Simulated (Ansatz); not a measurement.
How far is PAW off for BeTe?

```yaml
crystal:
  lattice:
    - [0.00000, 2.77000, 2.77000]
    - [2.77000, 0.00000, 2.77000]
    - [2.77000, 2.77000, 0.00000]
  atoms:
    - { symbol: Be, position: [0.00000, 0.00000, 0.00000] }
    - { symbol: Te, position: [0.75000, 0.75000, 0.75000] }
```

Atom numbers follow the list: Be1, Te2.

The geometry is COD entry 9008838, unchecked; take it as a test cell. It differs from other determinations.

Spin–orbit coupling is left out, though it moves levels of the heavy atoms by tenths of an eV or more.

Levels of theory: DFT, PBEsol, PAW with Ansatz's default frozen-core files, scalar-relativistic (Ansatz 0.2.0); DFT, PBEsol, all-electron LAPW, scalar-relativistic (Ansatz 0.2.0).

For PAW: a Γ-centred 11×11×11 k mesh, Fermi–Dirac smearing of 0.03 eV, cutoff 420 eV, no spin polarisation; the PAW files were made with PBE, and the program remakes their frozen cores for this functional. LAPW targets a basis error of 0.5 meV/atom. The Ansatz runs share mesh, smearing and spin set-up. Plane-wave (PAW) pressures include the program's estimate of the Pulay term.

Stress and pressure are positive in compression.

Levels count from the top of the valence band.

```tsv
quantity	PAW	LAPW
pressure (GPa)	2.25	2.24
band gap (eV)	1.748	1.747
highest filled level at Γ (eV)	0.000	0.000
lowest empty level at Γ (eV)	3.578	3.578
highest filled level at X (eV)	-2.838	-2.839
lowest empty level at X (eV)	1.748	1.747
highest filled level at K (eV)	-2.399	-2.399
lowest empty level at K (eV)	2.557	2.556
```

PAW's pressure differs from the LAPW value by about 0.01 GPa or less.
